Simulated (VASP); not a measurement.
# Ru2S (R-3m) in VASP: single point with PBE

Aim: the single point of Ru2S with PBE.

All numbers are computed with VASP 6.6.1; they aren't measurements. Logs are shortened: lines on timing, memory, paths and dates and some standing lists are left out, and cuts for length are marked.

## 1. The structure

The structure is trigonal, space group R-3m (No. 166). Conventional cell: a = 3.634 Å, b = 3.634 Å, c = 11.355 Å, α = 90.00°, β = 90.00°, γ = 120.00°. Around Ru (site symmetry 3m) lie 3 S at 2.30 Å. Around S (site symmetry -3m) lie 6 Ru at 2.30 Å.

The cell was built by a generator and needn't be a form met in nature.

## 2. Single point, PBE

INCAR

```
PREC = Accurate ; ENCUT = 520
EDIFF = 1E-7 ; ISMEAR = 0
SIGMA = 0.1 ; LREAL = F
LASPH = T ; NELM = 100
ALGO = Fast ; ISIF = 2
LWAVE = F ; LCHARG = T
GGA = PE ; LELF = T
LVHAR = T ; NBANDS = 24
```

KPOINTS

```
Automatic mesh
0
Gamma
  15 15 15
```

POSCAR

```
Ru2S
1.0
    1.8169189147      1.0489986245      3.7851124221
   -1.8169189147      1.0489986245      3.7851124221
    0.0000000000     -2.0979972491      3.7851124221
Ru S
2 1
Direct
    0.7487337271      0.7487337271      0.7487337271
    0.2512662729      0.2512662729      0.2512662729
    0.0000000000      0.0000000000      0.0000000000
```

Potentials or basis: VASP PAW PBE potentials, release 64 (Ru_pv, S).

Run with:

```console
cat potpaw_PBE.64/Ru_pv/POTCAR potpaw_PBE.64/S/POTCAR > POTCAR
mpirun -np 1 vasp_std > vasp.out
```

OUTCAR:

```text
PREC = Accurate
   ENCUT = 520
   EDIFF = 1E-7
   ISMEAR = 0
   LREAL = F
   LASPH = T
   NELM = 100
   ISIF = 2
   GGA = PE

 ion  position               nearest neighbor table
   1  0.749  0.749  0.749-   3 2.30   3 2.30   3 2.30   2 2.81   2 2.81   2 2.81   2 2.84   2 2.84
                             2 2.84   3 2.85
   2  0.251  0.251  0.251-   3 2.30   3 2.30   3 2.30   1 2.81   1 2.81   1 2.81   1 2.84   1 2.84
                             1 2.84   3 2.85
   3  0.000  0.000  0.000-   1 2.30   1 2.30   2 2.30   2 2.30   1 2.30   2 2.30   2 2.85   1 2.85

  LATTYP: Found a trigonal (rhomboedric) cell.
 ALAT       =     4.3276631690
 COS(alpha) =     0.6474715390

  Lattice vectors:

 A1 = (   1.8169189147,   1.0489986245,   3.7851124221)
 A2 = (  -1.8169189147,   1.0489986245,   3.7851124221)
 A3 = (   0.0000000000,  -2.0979972491,   3.7851124221)

Analysis of symmetry for initial positions (statically):
=====================================================================
 Subroutine PRICEL returns:
 Original cell was already a primitive cell.

 Routine SETGRP: Setting up the symmetry group for a
 trigonal (rhombohedral) supercell.

 Subroutine GETGRP returns: Found 12 space group operations
 (whereof 12 operations were pure point group operations)
 out of a pool of 12 trial point group operations.

The static configuration has the point symmetry D_3d.

Analysis of symmetry for dynamics (positions and initial velocities):
=====================================================================
 Subroutine PRICEL returns:
 Original cell was already a primitive cell.

 Routine SETGRP: Setting up the symmetry group for a
 trigonal (rhombohedral) supercell.

 Subroutine GETGRP returns: Found 12 space group operations
 (whereof 12 operations were pure point group operations)
 out of a pool of 12 trial point group operations.

The dynamic configuration has the point symmetry D_3d.

 Subroutine INISYM returns: Found 12 space group operations
 (whereof 12 operations are pure point group operations),
 and found     1 'primitive' translations

----------------------------------------------------------------------------------------

                                     Primitive cell

  volume of cell :      43.2853

  direct lattice vectors                    reciprocal lattice vectors
     1.816918915  1.048998625  3.785112422     0.275191147  0.158881683  0.088064315
    -1.816918915  1.048998625  3.785112422    -0.275191147  0.158881683  0.088064315
     0.000000000 -2.097997249  3.785112422     0.000000000 -0.317763365  0.088064315

  length of vectors
     4.327663169  4.327663169  4.327663169     0.329740625  0.329740625  0.329740625

  position of ions in fractional coordinates (direct lattice)
     0.748733727  0.748733727  0.748733727
     0.251266273  0.251266273  0.251266273
     0.000000000  0.000000000  0.000000000

  ion indices of the primitive-cell ions
   primitive index   ion index
                 1           1
                 2           2
                 3           3

----------------------------------------------------------------------------------------

 KPOINTS: Automatic mesh

Automatic generation of k-mesh.
 Grid dimensions read from file:
 generate k-points for:   15   15   15

 Generating k-lattice:

  Cartesian coordinates                     Fractional coordinates (reciprocal lattice)
     0.018346076  0.010592112  0.005870954     0.066666667 -0.000000000  0.000000000
    -0.018346076  0.010592112  0.005870954    -0.000000000  0.066666667  0.000000000
     0.000000000 -0.021184224  0.005870954     0.000000000  0.000000000  0.066666667

  Length of vectors
     0.021982708  0.021982708  0.021982708

  Shift w.r.t. Gamma in fractional coordinates (k-lattice)
     0.000000000  0.000000000  0.000000000

 Subroutine IBZKPT returns following result:
 ===========================================

 Found    344 irreducible k-points:

 Following reciprocal coordinates:
            Coordinates               Weight
  0.000000  0.000000  0.000000      1.000000
  0.066667 -0.000000 -0.000000      6.000000
  0.133333  0.000000 -0.000000      6.000000
  0.200000  0.000000  0.000000      6.000000
  0.266667  0.000000 -0.000000      6.000000
  0.333333 -0.000000 -0.000000      6.000000
[... 16 lines left out ...]
  0.133333  0.133333 -0.000000      6.000000
  0.200000  0.133333 -0.000000     12.000000
 [... further k-points ...]
   k-points           NKPTS =    344   k-points in BZ     NKDIM =    344   number of bands    NBANDS=     24
   number of dos      NEDOS =    301   number of ions     NIONS =      3
   total plane-waves  NPLWV =  32768
   dimension x,y,z NGX =    32 NGY =   32 NGZ =   32
   dimension x,y,z NGXF=    64 NGYF=   64 NGZF=   64
   ions per type =               2   1
   NGX,Y,Z   is equivalent  to a cutoff of  12.29, 12.29, 12.29 a.u.
   NGXF,Y,Z  is equivalent  to a cutoff of  24.59, 24.59, 24.59 a.u.
 SYSTEM =  unknown system
   PREC   = accura    normal or accurate (medium, high low for compatibility)
   ISTART =      0    job   : 0-new  1-cont  2-samecut
   ICHARG =      2    charge: 1-file 2-atom 10-const
   ISPIN  =      1    spin polarized calculation?
   LNONCOLLINEAR =      F non collinear calculations
   LSORBIT =      F    spin-orbit coupling
   LASPH  =      T    aspherical Exc in radial PAW
   ENCUT  =  520.0 eV  38.22 Ry    6.18 a.u.   8.05  8.05  8.05*2*pi/ulx,y,z
   NELM   =    100;   NELMIN=  2; NELMDL= -5     # of ELM steps
   EDIFF  = 0.1E-06   stopping-criterion for ELM
   LREAL  =      F    real-space projection
   EDIFFG = 0.1E-05   stopping-criterion for IOM
   NSW    =      0    number of steps for IOM
   IBRION =     -1    ionic relax: 0-MD 1-quasi-New 2-CG
   NFREE  =      0    steps in history (QN), initial steepest desc. (CG)
   ISIF   =      2    stress and relaxation
   ISYM   =      2    0-nonsym 1-usesym 2-fastsym
   POTIM  = 0.5000    time-step for ionic-motion
   TEBEG  =    0.0;   TEEND  =   0.0 temperature during run
   PSTRESS=    0.0 pullay stress
   NELECT =      34.0000    total number of electrons
   NUPDOWN=      -1.0000    fix difference up-down
   EMIN   =  10.00;   EMAX   =-10.00  energy-range for DOS
   EFERMI =   0.00;   METHOD = LEGACY
   ISMEAR =     0;   SIGMA  =   0.10  broadening in eV -4-tet -1-fermi 0-gaus
   EFERMI_NEDOS =   21; number of points for ismear=-14 and -15
   IALGO  =     68    algorithm
   IMIX   =      4    mixing-type and parameters
     AMIX     =   0.40;   BMIX     =  1.00
     AMIX_MAG =   1.60;   BMIX_MAG =  1.00
  volume/ion in A,a.u.               =      14.43        97.37
  Fermi-wavevector in a.u.,A,eV,Ry     =   1.510501  2.854433 31.043227  2.281613
  Thomas-Fermi vector in A             =   2.620682
   LORBIT       =      0    0 simple, 1 ext, 2 COOP (PROOUT), +10 PAW based schemes
   GGA     = PE    functional components
   LHFCALC =     F    Hartree Fock is set to
   AEXX    =    0.0000 exact exchange contribution
   IVDW    =     0    specifies the selected vdW correction
   LEPSILON=     F    determine dielectric tensor
   LRPA    =     F    only Hartree local field effects (RPA)
 non-spin polarized calculation
 RMM-DIIS sequential band-by-band and
 Gauss-broadening in eV      SIGMA  =   0.10
  energy-cutoff  :      520.00
  volume of cell :       43.29
 maximum number of plane-waves:      1181
   NGX = 17   NGY = 17   NGZ = 17

 number of electron      34.0000002 magnetization

 Free energy of the ion-electron system (eV)
  ---------------------------------------------------
  ext. energy  EPLUGINS =         0.00000000
  ---------------------------------------------------
  free energy    TOTEN  =       -22.22745097 eV

  energy without entropy =      -22.21600005  energy(sigma->0) =      -22.22172551

 E-fermi :  11.1075     XC(G=0): -12.7822

 val. band max:       11.1048925677   @ k =   0.1333   0.1333  -0.0000
 cond. band min:      11.1100188301   @ k =  -0.4000   0.3333   0.0000
 fundamental gap:      0.0051262623
 Fermi energy:        11.1074540114

 k-point     1 :       0.0000    0.0000    0.0000
  band No.  band energies     occupation
      1     -31.6197      2.00000
      2     -31.6197      2.00000
      3     -31.4952      2.00000
      4     -31.4117      2.00000
      5     -31.4117      2.00000
      6     -31.0708      2.00000
[... 16 lines left out ...]
     23      18.7489      0.00000
     24      18.7489      0.00000

 k-point     2 :       0.0667   -0.0000   -0.0000
  band No.  band energies     occupation
      1     -31.6192      2.00000
      2     -31.6180      2.00000
      3     -31.4910      2.00000
      4     -31.4155      2.00000
      5     -31.4143      2.00000
      6     -31.0754      2.00000
[... 16 lines left out ...]
     23      18.4485      0.00000
     24      18.8639      0.00000

 k-point     3 :       0.1333    0.0000   -0.0000
  band No.  band energies     occupation
      1     -31.6177      2.00000
      2     -31.6131      2.00000
      3     -31.4794      2.00000
      4     -31.4259      2.00000
      5     -31.4221      2.00000
      6     -31.0890      2.00000
[... 16 lines left out ...]
     23      17.7483      0.00000
     24      19.1497      0.00000
[... 514 lines left out ...]
 k-point    23 :       0.1333    0.1333   -0.0000
  band No.  band energies     occupation
      1     -31.6286      2.00000
      2     -31.6046      2.00000
      3     -31.4734      2.00000
      4     -31.4438      2.00000
      5     -31.4063      2.00000
      6     -31.0913      2.00000
[... 16 lines left out ...]
     23      18.5323      0.00000
     24      18.6839      0.00000

 k-point    24 :       0.2000    0.1333   -0.0000
  band No.  band energies     occupation
      1     -31.6320      2.00000
      2     -31.6000      2.00000
      3     -31.4830      2.00000
      4     -31.4353      2.00000
      5     -31.4073      2.00000
      6     -31.1031      2.00000
[... 16 lines left out ...]
     23      18.0990      0.00000
     24      19.0168      0.00000

 [... further k-points ...]

------------------------ aborting loop because EDIFF is reached ----------------------------------------

  FORCE on cell =-STRESS in cart. coord.  units (eV):
  Direction    XX          YY          ZZ          XY          YZ          ZX
  --------------------------------------------------------------------------------------
  -------------------------------------------------------------------------------------
  Total        0.0093137      0.0093137     -0.0099873      0.0000000      0.0000000      0.0000000
  in kB        0.3447417      0.3447417     -0.3696722      0.0000000      0.0000000      0.0000000
  external PRESSURE =       0.1066038 kB  Pullay stress =       0.0000000 kB

 VOLUME and BASIS-vectors are now :
 -----------------------------------------------------------------------------
  energy-cutoff  :      520.00
  volume of cell :       43.29
      direct lattice vectors                 reciprocal lattice vectors
     1.816918915  1.048998625  3.785112422     0.275191147  0.158881683  0.088064315
    -1.816918915  1.048998625  3.785112422    -0.275191147  0.158881683  0.088064315
     0.000000000 -2.097997249  3.785112422     0.000000000 -0.317763365  0.088064315

 POSITION                                       TOTAL-FORCE (eV/Angst)
 -----------------------------------------------------------------------------------
      0.00000     -0.00000      8.50212         0.000000     -0.000000      0.011561
      0.00000     -0.00000      2.85321         0.000000      0.000000     -0.011561
      0.00000      0.00000      0.00000         0.000000      0.000000      0.000000
 -----------------------------------------------------------------------------------
    total drift:                                0.000000     -0.000000      0.000000

  FREE ENERGIE OF THE ION-ELECTRON SYSTEM (eV)
  ---------------------------------------------------
  free  energy   TOTEN  =       -22.2274509662 eV

  energy  without entropy=      -22.2160000463  energy(sigma->0) =      -22.22172551
```

Wall time 5.1 min (1 thread of Intel Xeon Platinum 8488C (Sapphire Rapids), shared host); peak memory 0.41 GiB.

What came out:

```yaml
Free_energy: -22.2275 eV
Pressure: 0.0 GPa
Largest_force: 0.012 eV/Å
Band_gap_on_the_k_mesh: none (metal or under the smearing width)
```

Forces in eV/Å, atoms in the order of the input:
```
Ru   0.000  0.000  0.012
Ru   0.000  0.000 -0.012
S    0.000  0.000  0.000
```
